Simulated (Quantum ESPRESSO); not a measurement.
# GaN/Ga(1-x)Al(x)N (10-10) interfaces, on the lattice of GaN, stepped through the share x of Al, part 7 of 9

What law, if any, do the results for GaN/Ga(1-x)Al(x)N (10-10) interfaces, on the lattice of GaN follow against the share x of Al?

Quantum ESPRESSO 7.5; plane-wave DFT, LDA, GBRV ultrasoft pseudopotentials.

So far. Step 11 (Relaxing cell and ions, 0.5):  The last row is no step: it is a fresh SCF in the final cell with a new plane-wave basis, +3 meV from the row before.

### 15. Variable-cell relaxation, 0.75

System of this step: Ga(1-x)Al(x)N, x = 3/4, ordered (10-10) cell. It takes space group Pm (No. 6, monoclinic). Conventional cell: a = 5.142 Å, b = 3.154 Å, c = 5.463 Å, α = 90.00°, β = 90.00°, γ = 90.00°. Al has 4 N at 1.93 to 1.94 Å nearest. Nearest to N lie 1 Ga at 1.93 Å and 3 Al at 1.93 to 1.94 Å. Nearest to N lie 4 Al at 1.93 to 1.94 Å. Nearest to Al lie 4 N at 1.93 to 1.94 Å. Nearest to N lie 2 Al at 1.93 to 1.94 Å and 2 Ga at 1.93 Å. Farther neighbours and most contacts between anions are not listed.

The input, m2.relax.in:

```
&control
  prefix = 'm2.relax'
  outdir = './out'
  pseudo_dir = './pseudo'
  nstep = 70
  forc_conv_thr = 0.0004
  calculation = 'vc-relax'
/
&system
  ibrav = 0
  nat = 8
  ntyp = 3
  ecutwfc = 48
  ecutrho = 240
  occupations = 'smearing'
  smearing = 'fd'
  degauss = 0.002
/
&electrons
  conv_thr = 1e-09
  mixing_beta = 0.4
  electron_maxstep = 120
/
&ions
/
&cell
  cell_dofree = 'z'
  press_conv_thr = 0.4
/
ATOMIC_SPECIES
  Al  26.9815  al_lda_v1.uspp.F.UPF
  N   14.0070  n_lda_v1.2.uspp.F.UPF
  Ga  69.7230  ga_lda_v1.4.uspp.F.UPF
CELL_PARAMETERS angstrom
  3.15391494600000 0.00000000000000 0.00000000000000
  0.00000000000000 5.14194925300000 0.00000000000000
  0.00000000000000 0.00000000000000 5.46271074000000
ATOMIC_POSITIONS crystal
  Al  0.500000000000 0.500000000000 0.166666666700
  N   0.500000000000 0.877000000000 0.166666666700
  Al  0.000000000000 0.000000000000 0.333333333300
  N   0.000000000000 0.377000000000 0.333333333300
  Al  0.000000000000 0.500000000000 0.666666666700
  N   0.000000000000 0.877000000000 0.666666666700
  Ga  0.500000000000 0.000000000000 0.833333333300
  N   0.500000000000 0.377000000000 0.833333333300
K_POINTS automatic
  5 3 3 0 0 0
```

Run with:

```console
$ OMP_NUM_THREADS=1 mpirun -n 4 pw.x -nk 2 -in m2.relax.in > m2.relax.out
```

The program printed:

```text
[banner, memory and clock lines left out]
Program PWSCF v.7.5 starts
[...]
Message from routine setup:
[...]
number of electrons       =        48.00
     number of Kohn-Sham states=           29
     kinetic-energy cutoff     =      48.0000  Ry
     charge density cutoff     =     240.0000  Ry
[...]
number of k points=    15  Fermi-Dirac smearing, width (Ry)=  0.0020
[...]
Dense  grid:    37573 G-vectors     FFT dimensions: (  30,  48,  54)
[...]
Starting wfcs are   40 randomized atomic wfcs
[...]
estimated scf accuracy    <       2.80694411 Ry
[...]
estimated scf accuracy    <       0.12052832 Ry
[...]
estimated scf accuracy    <       0.02600418 Ry
[...]
estimated scf accuracy    <       0.00419868 Ry
[...]
estimated scf accuracy    <       0.00054646 Ry
[...]
estimated scf accuracy    <       0.00001595 Ry
[...]
estimated scf accuracy    <       0.00000569 Ry
[...]
estimated scf accuracy    <       0.00000111 Ry
[...]
estimated scf accuracy    <       0.00000018 Ry
[...]
estimated scf accuracy    <       0.00000012 Ry
[...]
the Fermi energy is     9.5946 ev
!    total energy              =    -516.26674489 Ry
     estimated scf accuracy    <          9.7E-10 Ry
     smearing contrib. (-TS)   =       0.00000000 Ry
     internal energy E=F+TS    =    -516.26674489 Ry
[...]
one-electron contribution =    -458.00027785 Ry
     hartree contribution      =     254.58662496 Ry
     xc contribution           =     -82.36069700 Ry
     ewald contribution        =    -230.49239500 Ry
     convergence has been achieved in  11 iterations
[...]
Total force =     0.061708     Total SCF correction =     0.000043
[...]
estimated scf accuracy    <       0.00227965 Ry
[...]
estimated scf accuracy    <       0.00015917 Ry
[...]
estimated scf accuracy    <       0.00002571 Ry
[...]
estimated scf accuracy    <       0.00000362 Ry
[...]
estimated scf accuracy    <       0.00000036 Ry
[...]
estimated scf accuracy    <       0.00000004 Ry
[...]
estimated scf accuracy    <          3.8E-09 Ry
[...]
the Fermi energy is     9.8232 ev
!    total energy              =    -516.27393905 Ry
     estimated scf accuracy    <          4.0E-10 Ry
     smearing contrib. (-TS)   =       0.00000000 Ry
     internal energy E=F+TS    =    -516.27393905 Ry
[...]
one-electron contribution =    -453.11025877 Ry
     hartree contribution      =     252.46553101 Ry
     xc contribution           =     -82.45027484 Ry
     ewald contribution        =    -233.17893645 Ry
     convergence has been achieved in   8 iterations
[...]
Total force =     0.038120     Total SCF correction =     0.000051
[...]
estimated scf accuracy    <       0.00167454 Ry
[...]
estimated scf accuracy    <       0.00011384 Ry
[...]
estimated scf accuracy    <       0.00001740 Ry
[...]
estimated scf accuracy    <       0.00000264 Ry
[...]
estimated scf accuracy    <       0.00000031 Ry
[...]
estimated scf accuracy    <       0.00000003 Ry
[...]
estimated scf accuracy    <          3.1E-09 Ry
[...]
the Fermi energy is     9.9551 ev
!    total energy              =    -516.27611444 Ry
     estimated scf accuracy    <          2.4E-10 Ry
     smearing contrib. (-TS)   =       0.00000000 Ry
     internal energy E=F+TS    =    -516.27611444 Ry
[...]
one-electron contribution =    -449.20234794 Ry
     hartree contribution      =     250.70765598 Ry
     xc contribution           =     -82.50508087 Ry
     ewald contribution        =    -235.27634161 Ry
     convergence has been achieved in   8 iterations
[...]
Total force =     0.018666     Total SCF correction =     0.000033
[...]
estimated scf accuracy    <       0.00011987 Ry
[...]
estimated scf accuracy    <       0.00001547 Ry
[...]
estimated scf accuracy    <       0.00000152 Ry
[...]
estimated scf accuracy    <       0.00000021 Ry
[...]
estimated scf accuracy    <       0.00000004 Ry
[...]
estimated scf accuracy    <          2.2E-09 Ry
[...]
the Fermi energy is     9.9601 ev
!    total energy              =    -516.27641680 Ry
     estimated scf accuracy    <          2.0E-10 Ry
     smearing contrib. (-TS)   =       0.00000000 Ry
     internal energy E=F+TS    =    -516.27641680 Ry
[...]
one-electron contribution =    -448.52599382 Ry
     hartree contribution      =     250.37510462 Ry
     xc contribution           =     -82.50652840 Ry
     ewald contribution        =    -235.61899919 Ry
     convergence has been achieved in   7 iterations
[...]
Total force =     0.008028     Total SCF correction =     0.000087
[...]
estimated scf accuracy    <       0.00002981 Ry
[...]
estimated scf accuracy    <       0.00000447 Ry
[...]
estimated scf accuracy    <       0.00000030 Ry
[...]
estimated scf accuracy    <       0.00000005 Ry
[...]
estimated scf accuracy    <          5.2E-09 Ry
[...]
estimated scf accuracy    <          4.5E-10 Ry
[...]
estimated scf accuracy    <          4.2E-11 Ry
[...]
the Fermi energy is     9.9496 ev
!    total energy              =    -516.27647791 Ry
     estimated scf accuracy    <          4.7E-12 Ry
     smearing contrib. (-TS)   =       0.00000000 Ry
     internal energy E=F+TS    =    -516.27647791 Ry
[...]
one-electron contribution =    -448.41295030 Ry
     hartree contribution      =     250.31444485 Ry
     xc contribution           =     -82.50499462 Ry
     ewald contribution        =    -235.67297784 Ry
     convergence has been achieved in   8 iterations
[...]
Total force =     0.003032     Total SCF correction =     0.000007
[...]
estimated scf accuracy    <       0.00000373 Ry
[...]
estimated scf accuracy    <       0.00000035 Ry
[...]
estimated scf accuracy    <       0.00000004 Ry
[...]
estimated scf accuracy    <          4.4E-09 Ry
[...]
estimated scf accuracy    <          9.7E-10 Ry
[...]
estimated scf accuracy    <          3.5E-11 Ry
[...]
the Fermi energy is     9.9477 ev
!    total energy              =    -516.27648767 Ry
     estimated scf accuracy    <          6.7E-12 Ry
     smearing contrib. (-TS)   =       0.00000000 Ry
     internal energy E=F+TS    =    -516.27648767 Ry
[...]
one-electron contribution =    -448.43893140 Ry
     hartree contribution      =     250.32903459 Ry
     xc contribution           =     -82.50516617 Ry
     ewald contribution        =    -235.66142468 Ry
     convergence has been achieved in   7 iterations
[...]
Total force =     0.002069     Total SCF correction =     0.000033
[...]
estimated scf accuracy    <       0.00000500 Ry
[...]
estimated scf accuracy    <       0.00000045 Ry
[...]
estimated scf accuracy    <       0.00000007 Ry
[...]
estimated scf accuracy    <          7.9E-09 Ry
[...]
estimated scf accuracy    <          1.6E-09 Ry
[...]
estimated scf accuracy    <          5.6E-11 Ry
[...]
the Fermi energy is     9.9479 ev
!    total energy              =    -516.27649504 Ry
     estimated scf accuracy    <          9.1E-12 Ry
     smearing contrib. (-TS)   =       0.00000000 Ry
     internal energy E=F+TS    =    -516.27649504 Ry
[...]
one-electron contribution =    -448.47048719 Ry
     hartree contribution      =     250.34859316 Ry
     xc contribution           =     -82.50592103 Ry
     ewald contribution        =    -235.64867998 Ry
     convergence has been achieved in   7 iterations
[...]
Total force =     0.001684     Total SCF correction =     0.000027
[...]
estimated scf accuracy    <       0.00000163 Ry
[...]
estimated scf accuracy    <       0.00000021 Ry
[...]
estimated scf accuracy    <       0.00000003 Ry
[...]
estimated scf accuracy    <          4.2E-09 Ry
[...]
estimated scf accuracy    <          6.5E-10 Ry
[...]
estimated scf accuracy    <          2.5E-11 Ry
[...]
the Fermi energy is     9.9484 ev
!    total energy              =    -516.27649862 Ry
     estimated scf accuracy    <          5.6E-12 Ry
     smearing contrib. (-TS)   =       0.00000000 Ry
     internal energy E=F+TS    =    -516.27649862 Ry
[...]
one-electron contribution =    -448.48092227 Ry
     hartree contribution      =     250.35565555 Ry
     xc contribution           =     -82.50635566 Ry
     ewald contribution        =    -235.64487624 Ry
     convergence has been achieved in   7 iterations
[...]
Total force =     0.001536     Total SCF correction =     0.000018
[...]
estimated scf accuracy    <       0.00000188 Ry
[...]
estimated scf accuracy    <       0.00000033 Ry
[...]
estimated scf accuracy    <       0.00000004 Ry
[...]
estimated scf accuracy    <          6.0E-09 Ry
[...]
estimated scf accuracy    <          4.8E-10 Ry
[...]
estimated scf accuracy    <          3.3E-11 Ry
[...]
the Fermi energy is     9.9484 ev
!    total energy              =    -516.27650251 Ry
     estimated scf accuracy    <          6.7E-12 Ry
     smearing contrib. (-TS)   =       0.00000000 Ry
     internal energy E=F+TS    =    -516.27650251 Ry
[...]
one-electron contribution =    -448.47843105 Ry
     hartree contribution      =     250.35468130 Ry
     xc contribution           =     -82.50649821 Ry
     ewald contribution        =    -235.64625455 Ry
     convergence has been achieved in   7 iterations
[...]
Total force =     0.001125     Total SCF correction =     0.000022
[...]
estimated scf accuracy    <       0.00000079 Ry
[...]
estimated scf accuracy    <       0.00000011 Ry
[...]
estimated scf accuracy    <       0.00000002 Ry
[...]
estimated scf accuracy    <          1.6E-09 Ry
[...]
estimated scf accuracy    <          2.7E-10 Ry
[...]
the Fermi energy is     9.9477 ev
!    total energy              =    -516.27650521 Ry
     estimated scf accuracy    <          8.3E-12 Ry
     smearing contrib. (-TS)   =       0.00000000 Ry
     internal energy E=F+TS    =    -516.27650521 Ry
[...]
one-electron contribution =    -448.46731148 Ry
     hartree contribution      =     250.34779795 Ry
     xc contribution           =     -82.50626423 Ry
     ewald contribution        =    -235.65072745 Ry
     convergence has been achieved in   6 iterations
[...]
Total force =     0.000701     Total SCF correction =     0.000011
[...]
number of electrons       =        48.00
     number of Kohn-Sham states=           29
     kinetic-energy cutoff     =      48.0000  Ry
     charge density cutoff     =     240.0000  Ry
[...]
number of k points=    15  Fermi-Dirac smearing, width (Ry)=  0.0020
[...]
```

Wall time 86 s (4 MPI ranks of Arm Neoverse V1, shared host); peak memory 0.37 GiB.

Step by step:

```tsv
step	energy less that of the first step (eV)	largest force (eV/Å)	volume (Å³)
1	0.0000	0.9596	88.59
2	-0.0979	0.6256	87.13
3	-0.1275	0.2335	86.22
4	-0.1316	0.1342	86.16
5	-0.1324	0.0477	86.17
6	-0.1326	0.0266	86.17
7	-0.1327	0.0261	86.16
8	-0.1327	0.0214	86.15
9	-0.1328	0.0149	86.15
10	-0.1328	0.0082	86.15
11	-0.1294	0.0083	86.15
```

```tsv
cell as run	before	after	change
a (Å)	3.154	3.154	+0.0 %
b (Å)	5.142	5.142	+0.0 %
c (Å)	5.463	5.312	-2.7 %
volume (Å³/atom)	11.07	10.77	-2.7 %
```

The atoms that moved most (Å, as changes of fractional coordinates times the final cell):

```tsv
atom	dx	dy	dz	length
N2	0.000	-0.016	0.050	0.052
N8	0.000	0.044	-0.012	0.046
N6	0.000	-0.026	-0.021	0.034
N4	0.000	-0.014	-0.015	0.020
Al1	0.000	-0.001	0.013	0.014
Ga7	0.000	0.010	-0.004	0.011
Al3	0.000	0.002	-0.008	0.008
```

 The last row is no step: it is a fresh SCF in the final cell with a new plane-wave basis, +3 meV from the row before.

Numbers from this step:

```
free energy  : -7024.2963 eV
Fermi energy : 9.948 eV
```

### 16. SCF with pw.x, 0.75

The input, m2.bulk.in:

```
&control
  prefix = 'm2.bulk'
  outdir = './out'
  pseudo_dir = './pseudo'
  calculation = 'scf'
  tprnfor = .true.
/
&system
  ibrav = 0
  nat = 8
  ntyp = 3
  ecutwfc = 40
  ecutrho = 200
  occupations = 'smearing'
  smearing = 'fd'
  degauss = 0.002
  nbnd = 28
/
&electrons
  conv_thr = 1e-09
  mixing_beta = 0.4
  electron_maxstep = 120
/
ATOMIC_SPECIES
  Al  26.9815  al_lda_v1.uspp.F.UPF
  N   14.0070  n_lda_v1.2.uspp.F.UPF
  Ga  69.7230  ga_lda_v1.4.uspp.F.UPF
CELL_PARAMETERS angstrom
  3.15391494600000 0.00000000000000 0.00000000000000
  0.00000000000000 5.14194925300000 0.00000000000000
  0.00000000000000 0.00000000000000 5.31249366400000
ATOMIC_POSITIONS crystal
  Al  0.500000000000 0.499849801200 0.169205421400
  N   0.500000000000 0.873860295200 0.176020668400
  Al  0.000000000000 0.000347319700 0.331888416300
  N   0.000000000000 0.374280897300 0.330539798200
  Al  0.000000000000 0.500227882400 0.666001645500
  N   0.000000000000 0.871852622400 0.662670777400
  Ga  0.500000000000 0.002008031500 0.832556888400
  N   0.500000000000 0.385573150300 0.831116384300
K_POINTS automatic
  10 6 6 0 0 0
```

Run with:

```console
$ OMP_NUM_THREADS=1 mpirun -n 4 pw.x -nk 4 -in m2.bulk.in > m2.bulk.out
```

The program printed:

```text
[banner, memory and clock lines left out]
Program PWSCF v.7.5 starts
[...]
Message from routine setup:
[...]
number of electrons       =        48.00
     number of Kohn-Sham states=           28
     kinetic-energy cutoff     =      40.0000  Ry
     charge density cutoff     =     200.0000  Ry
[...]
number of k points=   120  Fermi-Dirac smearing, width (Ry)=  0.0020
[...]
Dense  grid:    27745 G-vectors     FFT dimensions: (  27,  45,  45)
[...]
Starting wfcs are   40 randomized atomic wfcs
[...]
estimated scf accuracy    <       2.87785537 Ry
[...]
estimated scf accuracy    <       0.12325955 Ry
[...]
estimated scf accuracy    <       0.02593910 Ry
[...]
estimated scf accuracy    <       0.00397724 Ry
[...]
estimated scf accuracy    <       0.00042418 Ry
[...]
estimated scf accuracy    <       0.00001496 Ry
[...]
estimated scf accuracy    <       0.00000433 Ry
[...]
estimated scf accuracy    <       0.00000046 Ry
[...]
estimated scf accuracy    <       0.00000006 Ry
[...]
estimated scf accuracy    <       0.00000003 Ry
[...]
estimated scf accuracy    <          1.2E-09 Ry
[...]
the Fermi energy is     9.6681 ev
!    total energy              =    -516.27413002 Ry
     estimated scf accuracy    <          4.4E-10 Ry
     smearing contrib. (-TS)   =       0.00000000 Ry
     internal energy E=F+TS    =    -516.27413002 Ry
[...]
one-electron contribution =    -448.46576880 Ry
     hartree contribution      =     250.34847193 Ry
     xc contribution           =     -82.50610569 Ry
     ewald contribution        =    -235.65072746 Ry
     convergence has been achieved in  12 iterations
[...]
Total force =     0.000619     Total SCF correction =     0.000032
[...]
```

The job ended after 45 s (4 MPI ranks; peak memory 0.44 GiB; 3 min of CPU time).

This step gave:

* free energy: -7024.2674 eV
* Fermi energy: 9.668 eV
* valence top, on the run's zero: 7.758 eV
* conduction bottom, on the run's zero: 11.13 eV
* gap by band count: 3.371 eV

[end of part 7 of 9]

[Logs are printed without paths, hosts, clocks, repeated set-up lines and the standing remarks that a program may print on its own settings, such as how far it seeks lower states.]

[Hosts, paths, dates, database ids (printed as entryN), source tags and the programs' standing remarks are cut or masked in the printed files.]

[Maps of the electrostatic potential energy from Ansatz leave out the sawtooth potential of an applied field or a dipole correction, so their vacuum need not be flat; planar profiles and work functions include it.]
